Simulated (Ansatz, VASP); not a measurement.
**TiC in VASP and in Ansatz**

The input INCAR:

```
SYSTEM = TiC
PREC = Accurate
ENCUT = 600
EDIFF = 1E-6
ISMEAR = -1
SIGMA = 0.05
LREAL = .FALSE.
LASPH = .TRUE.
NELM = 100
ALGO = Normal
ISIF = 3
LWAVE = .FALSE.
LCHARG = .FALSE.
GGA = PE
IBRION = 2
NSW = 40
EDIFFG = -0.005
```

The input KPOINTS:

```
regular mesh
0
G
  10 10 10
  0 0 0
```

Contents of POSCAR:

```
TiC
1.0
    3.0420900000      0.0000000000      0.0000000000
   -1.5210400000      2.6345200000      0.0000000000
    0.0000000000      0.0000000000      2.6979700000
Ti C
1 1
Direct
    0.0000000000      0.0000000000      0.5000000000
    0.3333300000      0.6666700000      0.0000000000
```

Contents of input.yaml:

```yaml
crystal:
  lattice:
    - [3.04209, 0.0, 0.0]
    - [-1.52104, 2.63452, 0.0]
    - [0.0, 0.0, 2.69797]
  atoms:
    - { symbol: Ti, position: [0.0, 0.0, 0.5] }
    - { symbol: C, position: [0.33333, 0.66667, 0.0] }
hamiltonian:
  xc: pbe
  pseudopotentials: { kind: paw }
kpoints:
  mp_grid: { grid: [10, 10, 10] }
scf:
  occupations: { method: fermi_dirac, width: 0.05 }
output:
  forces: true
  stress: true
  eigenvalues: true
relax:
  f_tol: 0.01
  max_steps: 40
  cell: { stress_tol: 0.05 }
```

The cell was built by a generator and needn't be a form met in nature.

Alike in both runs: task relaxation of cell and atoms; functional PBE; k mesh 10 × 10 × 10; occupations fermi-dirac, width 0.05 eV; no spin polarisation.

|  | VASP | Ansatz |
| --- | --- | --- |
| version | VASP 6.6.1 | Ansatz 0.2.0 |
| potentials or method | VASP PAW PBE potentials, release 64 (Ti_sv, C) | Ansatz PAW |
| plane-wave cutoff (eV) | 600 | 420 |
| valence electrons in the cell | 16 | 16 |

|  | VASP | Ansatz | Ansatz less VASP |
| --- | --- | --- | --- |
| gap on the k mesh at the Fermi level, each at its own relaxed structure (eV) | none | none | - |
| relaxed volume (Å³/atom) | 10.82 | 10.82 | -0.003 |
| relaxed cell length with the largest relative difference (Å) | 2.694 | 2.695 | +0.0009 |

A gap of «none» marks a metal or a gap that the smearing closes.

Caveats: the plane-wave basis is chosen anew once the cell has moved, so the energies of steps on either side of that aren't comparable (Ansatz).
